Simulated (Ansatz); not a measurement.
input.yaml

```yaml
crystal:
  lattice:
    - [0.0, 2.7255, 2.7255]
    - [2.7255, 0.0, 2.7255]
    - [2.7255, 2.7255, 0.0]
  atoms:
    - { symbol: Al, position: [0.0, 0.0, 0.0] }
    - { symbol: P, position: [0.25, 0.25, 0.25] }
basis:
  ecutwfc: 420
kpoints:
  mp_grid: { grid: [8, 8, 8] }
hamiltonian:
  xc: pbe
scf:
  occupations: { method: gaussian, width: 0.02 }
output:
  forces: true
  stress: true
  eigenvalues: true
  write_density: true
  write_potential: true
  elf: true
  volumetric_format: npy
relax:
  adjacent_minimum: "off"
  f_tol: 0.01
  max_steps: 80
  cell: { stress_tol: 0.05 }
```

Launched with
```bash
ansatz run input.yaml --threads 4 --pin off --max-ram 9216MiB --backend cpu --events-out ev --progress --plain --runs-dir out
```

All numbers below come from Ansatz, DFT PBE, scalar-relativistic, plane waves, PAW.

From the run's log, abridged (final results; tables in files aren't shown):

```
SCF 4 converged in 5 iterations: F = -1294.443299 eV  dr2 = 2.51e-12
SCF converged after 5 iterations
Free energy (F): -1294.443299 eV
Harris-Foulkes:  -1294.443299 eV  (|F-HF|=9.55e-12)
Internal energy: -1294.443299 eV  (E = F + TS)
E sigma→0 (E₀):  -1294.443299 eV
Fermi energy:    5.616746 eV
--- Per-component energies (eV) ---
  E_band       = 3.373885
  E_kinetic    = 93.127261
  E_local      = -84.095706  (includes V_loc(G=0)·N_el)
  E_nonlocal   = 44.434850
  E_hartree    = 25.455955
  E_xc         = -101.261567
  E_vxc        = -89.700649  (∫ρ·V_xc dr)
  E_paw        = -1036.838561  (= ΣΔE_a)
  E_vpaw       = -11.303790  (= ΣTr[D̂ρ^β])
  E_aug_tail   = 0.000001  (compensation charges beyond the density's cutoff)
  E_ewald      = -235.265533
  E_smearing   =  0.000000  (= −TS)
--- Forces (eV/Å), atoms counted from 1 ---
  atom   1  Al     0.00000000     0.00000000     0.00000000
  atom   2  P      0.00000000     0.00000000     0.00000000
--- Stress (GPa, compression-positive) ---
        0.043867       0.000000       0.000000
        0.000000       0.043867       0.000000
        0.000000       0.000000       0.043867
  P = ⅓ Tr σ = 0.0439 GPa (0.439 kbar)
--- Band table (eV; the first three rows and the last of 29) ---
  k-point 0: bands = ["-6.5537", "4.8012", "4.8012", "4.8012", "7.8908", "9.3284", "9.3284", "9.3284"]
  k-point 1: bands = ["-6.3865", "3.5876", "4.6571", "4.6571", "8.3641", "9.6041", "9.6041", "9.7917"]
  k-point 2: bands = ["-5.9170", "1.6764", "4.3697", "4.3697", "8.0282", "9.9116", "9.9116", "11.5724"]
  k-point 28: bands = ["-4.2564", "-0.0481", "1.7288", "2.0766", "9.1177", "10.6137", "10.9232", "11.0936"]
--- Relaxed structure (3 steps of the walk, 3 accepted, 1 SCFs on fresh bases) ---
  F+E_penalty+E_count = -1294.44329872 eV   max|allowed force component| = 6.592e-17 eV/Å   (the final SCF, on the basis selected at the relaxed cell)
  cell:  # Å, volume = 41.7482 Å³
    - [0.0, 2.75340057, 2.75340057]
    - [2.75340057, 0.0, 2.75340057]
    - [2.75340057, 2.75340057, 0.0]
  atoms:
    - { symbol: Al, position: [0.0, 0.0, 0.0] }
    - { symbol: P, position: [0.24999999, 0.24999999, 0.24999999] }
```

The relaxation met its thresholds.

It took 2.4 s on 4 threads of Intel(R) Xeon(R) Platinum 8259CL CPU @ 2.50GHz (Skylake/Cascade Lake), on a shared host, peak memory 0.39 GiB.